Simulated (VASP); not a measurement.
Calculation: PBE GGA, VASP's PBE PAW potentials (set 64) (plane waves; VASP).

VASP input:

File POSCAR:
```
ZnTe
1
    0.0000000000     3.0087790000     3.0087790000
    3.0087790000     0.0000000000     3.0087790000
    3.0087790000     3.0087790000     0.0000000000
Zn Te
1 1
Direct
  0.0000000000   0.0000000000   0.0000000000
  0.2500000000   0.2500000000   0.2500000000
```

INCAR:
```
! general
SYSTEM  = ZnTe
PREC    = Normal
ENCUT   = 500
LREAL   = .FALSE.
LASPH   = .TRUE.
NBANDS  = 160

! electronic loop
EDIFF   = 1E-8
NELM    = 1
ALGO    = Exact

! smearing
ISMEAR  = 0
SIGMA   = 0.01

! functional
GGA     = PE

! output
LWAVE   = .TRUE.
LCHARG  = .FALSE.

! other
LOPTICS = .TRUE.
```

### KPOINTS
```
Automatic mesh
0
Gamma
4 4 4
0 0 0
```

POTCAR, in this order: Zn_sv_GW Te_GW (PBE.64 set). Program: vasp_std. Read from the step before: WAVECAR.

Output

**OSZICAR**
```
       N       E                     dE             d eps       ncg     rms          rms(c)
DIA:   1    -0.506270139480E+01   -0.50627E+01    0.00000E+00     0   0.000E+00
   1 F= -.50627014E+01 E0= -.50627014E+01  d E =0.000000E+00
 imaginary and real dielectric function
```

File OUTCAR:
```


 plasma frequency squared (from intraband transitions) (eV^2)
  --------------------------------------------------------------------------------------
       0.000       0.000       0.000
       0.000       0.000       0.000
       0.000       0.000       0.000

 plasma frequency squared (from interband transitions, int dw w eps(2)(w)) (eV^2)
  --------------------------------------------------------------------------------------
     472.855       0.000       0.000      -0.000      -0.000      -0.000
       0.000       0.000     472.855       0.000      -0.000       0.000
      -0.000       0.000      -0.000      -0.000     472.855       0.000
```
(Selected blocks of OUTCAR.)

OUTCAR:
```
 val. band max:        4.4607411456   @ k =   0.0000   0.0000   0.0000

 cond. band min:       5.8935916246   @ k =   0.0000   0.0000   0.0000



 k-point     1 :       0.0000    0.0000    0.0000
  band No.  band energies     occupation
      1    -121.4048      2.00000
      2     -75.5904      2.00000
      3     -75.5903      2.00000
      4     -75.5903      2.00000
      5      -7.6015      2.00000
      6      -2.6219      2.00000
      7      -2.6218      2.00000
      8      -2.6218      2.00000
      9      -2.3666      2.00000
     10      -2.3666      2.00000
     11       4.4607      2.00000
     12       4.4607      2.00000
     13       4.4607      2.00000
     14       5.8936      0.00000
     15       8.7983      0.00000
     16       8.7983      0.00000
     17       8.7984      0.00000
     18      11.7875      0.00000
     19      14.2226      0.00000
     20      14.2226      0.00000
     21      15.0599      0.00000
     22      15.0599      0.00000
     23      15.0599      0.00000
     24      18.0639      0.00000
     25      26.2826      0.00000
     26      26.2826      0.00000
     27      26.2826      0.00000
     28      28.7174      0.00000
     29      28.7174      0.00000
     30      28.7175      0.00000
     31      29.4185      0.00000
     32      29.4185      0.00000
     33      29.4185      0.00000
     34      30.1062      0.00000
     35      30.1062      0.00000
     36      35.2595      0.00000
     37      35.8100      0.00000
     38      35.8100      0.00000
     39      35.8100      0.00000
     40      36.9505      0.00000
     41      40.0726      0.00000
     42      40.0728      0.00000
     43      40.0728      0.00000
     44      41.6636      0.00000
     45      41.6636      0.00000
     46      41.6636      0.00000
     47      41.8437      0.00000
     48      41.8437      0.00000
     49      42.0254      0.00000
     50      42.0254      0.00000
     51      42.0254      0.00000
     52      42.0875      0.00000
...
```

The density is held fixed in this step, so its total energy and stress have no physical meaning. Unless said otherwise, spin-orbit coupling is left out, though it shifts the bands of the heavy elements here.

The compound is ZnTe in the zinc blende structure. This cell is one point of a volume scan, at 0.96 of the reference volume. The k-mesh is coarse (spacing up to 0.45 per Å, 2π included), so the numbers may not be converged in it.
